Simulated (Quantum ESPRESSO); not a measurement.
**CdO2: relaxation of cell and atoms with PBEsol**

CdO2:

```
Cd O
1.0
     3.47623    0.00000    0.00000
    -1.73811    3.01050    0.00000
     0.00000    0.00000    4.14808
Cd O
1 2
Direct
  0.00000 0.00000 0.00000
  0.33333 0.66667 0.24422
  0.66667 0.33333 0.75578
```

The cell comes from a database or a generator and needn't be the stable form of this composition.

```yaml
Program: Quantum ESPRESSO 7.5
Task: relaxation of cell and atoms
Functional: PBEsol
Potentials_or_basis: GBRV 1.5 PBEsol
Cutoff: 707 eV
Density_cutoff: 5633 eV
k_mesh: 9 × 9 × 7
Occupations: fermi-dirac, width 0.05 eV
Spin: no spin polarisation
Target_pressure: 10 GPa
Mixing_beta: 0.5
Most_SCF_iterations: 120
SCF_threshold: 6e-10 Ry
Most_ionic_steps: 40
Forc_conv_thr: 0.0004 Ry/bohr
Etot_conv_thr: 1e-05 Ry
Ion_dynamics: bfgs
Cell_dynamics: bfgs
Press_conv_thr: 0.3 kbar
```

```
Relaxed volume                                         : 10.77 Å³/atom
Relaxed cell                                           : a = 3.305 Å, b = 3.305 Å, c = 3.416 Å, α = 90.00°, β = 90.00°, γ = 120.00°
Space group after relaxing (to 0.05 Å)                 : P-3m1 (No. 164)
Energy change on relaxing (the enthalpy is what falls) : -88.4 meV/atom
Ionic steps                                            : 14
Pressure after relaxing                                : 9.7 GPa
Largest force after relaxing                           : 0.003 eV/Å
Band gap on the k mesh                                 : none (metal or under the smearing width)
```

Forces on the atoms (eV/Å):
```
Cd   0.000  0.000  0.000
O    0.000  0.000 -0.003
O    0.000  0.000  0.003
```

Stress tensor (GPa, compression positive):
```
9.91 0.00 0.00
0.00 9.91 0.00
0.00 0.00 9.21
```

Step by step:
```csv
step,energy change (eV),largest force (eV/Å),pressure (GPa),volume (Å³)
1,0.0000,0.2728,-10.79,43.41
2,-0.1829,0.3794,-1.29,38.97
3,-0.0365,1.3037,16.49,34.43
4,-0.1486,1.0429,11.20,34.98
5,-0.2063,0.9207,9.49,34.78
6,-0.2543,0.7807,8.81,34.24
7,-0.2823,0.5262,9.24,33.28
8,-0.2331,0.0927,11.57,31.91
9,-0.2586,0.1281,10.29,32.27
10,-0.2661,0.0991,9.78,32.37
11,-0.2727,0.0189,9.24,32.45
12,-0.2704,0.0076,9.44,32.40
13,-0.2663,0.0106,9.84,32.33
14,-0.2652,0.0031,9.99,32.32
```

Final structure:
```xyz
3
Lattice="3.3049 0.0000 0.0000 -1.6525 2.8622 0.0000 0.0000 0.0000 3.4164" Properties=species:S:1:pos:R:3 pbc="T T T"
Cd    0.0000    0.0000    0.0000
O     0.0000    1.9081    1.0070
O     1.6525    0.9541    2.4093
```

Levels at points of the mesh, in eV from the Fermi level:
```tsv
k point	band 9	band 10	band 11	band 12	band 13	band 14	band 15	band 16
(0.00, 0.00, 0.00)	-1.32	-1.32	-0.73	-0.73	-0.19	3.56	9.18	14.02
```

Run time: 2.3 min on 2 MPI ranks on Intel(R) Xeon(R) 6975P-C (Granite Rapids) (shared host), peak memory 0.36 GiB a rank.

Caveat: the volume moved by over 15 % at a fixed basis, so the end points are rough.
